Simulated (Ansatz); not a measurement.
`FB(F)Br` + acetic acid → `CC(=O)OB(F)F` + HBr at 500 K and 1 bar (ligand exchange at a B–Br bond).

Program: Ansatz. Geometries: PBE0-D4/def2-TZVP. ΔE: electronic, gas phase. CCSD(T)/CBS is the MP2 limit (def2-TZVPP, def2-QZVPP) plus CCSD(T) − MP2 in def2-TZVPP, frozen cores. For Br outer-core shells are correlated without core-valence functions, which leaves a few kJ/mol of doubt a bond. Scalar relativity is left out up to krypton. Each species was taken in one conformer, which may not be the lowest.

| species | CCSD(T)/CBS energy (Eh) | H − E (kJ/mol) | S (J/(mol·K)) |
| --- | --- | --- | --- |
| `FB(F)Br` | -2797.85348 | 52.6 | 319.4 |
| `CC(=O)O` | -228.87529 | 193.9 | 329.7 |
| `CC(=O)OB(F)F` | -452.81860 | 209.6 | 425.1 |
| HBr | -2573.91920 | 30.5 | 213.7 |

H − E and S are ideal-gas, rigid-rotor, harmonic terms from PBE0-D4/def2-TZVP, for one conformer and one mirror image of each species. 1 Eh = 2625.50 kJ/mol, R = 8.31446 J/(mol·K).

**Question.** By hand: ΔE, ΔH, ΔS and ΔG.

**Answer.** ΔE = (-452.81860) + (-2573.91920) − (-2797.85348) − (-228.87529) = -0.00903 Eh = -23.7 kJ/mol. Δ(H − E) = 209.6 + 30.5 − 52.6 − 193.9 = -6.4, so ΔH = -30.1 kJ/mol. ΔS = 425.1 + 213.7 − 319.4 − 329.7 = -10.3 J/(mol·K). ΔG = -30.1 − 500 × (-10.3)/1000 = -25.0 kJ/mol.

**Question.** By hand: the equilibrium constant, and the temperature at which ΔG would vanish if ΔH and ΔS stayed fixed.

**Answer.** log₁₀ K = −ΔG/(RT ln 10) = 2.6. ΔG = 0 at ΔH/ΔS = 2922 K, far beyond where these terms or the molecules hold.

The number of gas molecules stays the same, so ΔS is small and ΔH decides. A doubt of 5 kJ/mol in ΔE shifts log₁₀ K by 0.5 here. Other conformers and mirror images would add mixing entropy, several J/(mol·K) or more a flexible species. Modes under 60 cm⁻¹, often nearly free rotors, make the harmonic entropy too high. These are equilibria of isolated gas molecules and say nothing of rates. Largest T1 diagnostic: 0.015 (customary marks: 0.02 for closed shells, 0.045 for open ones).
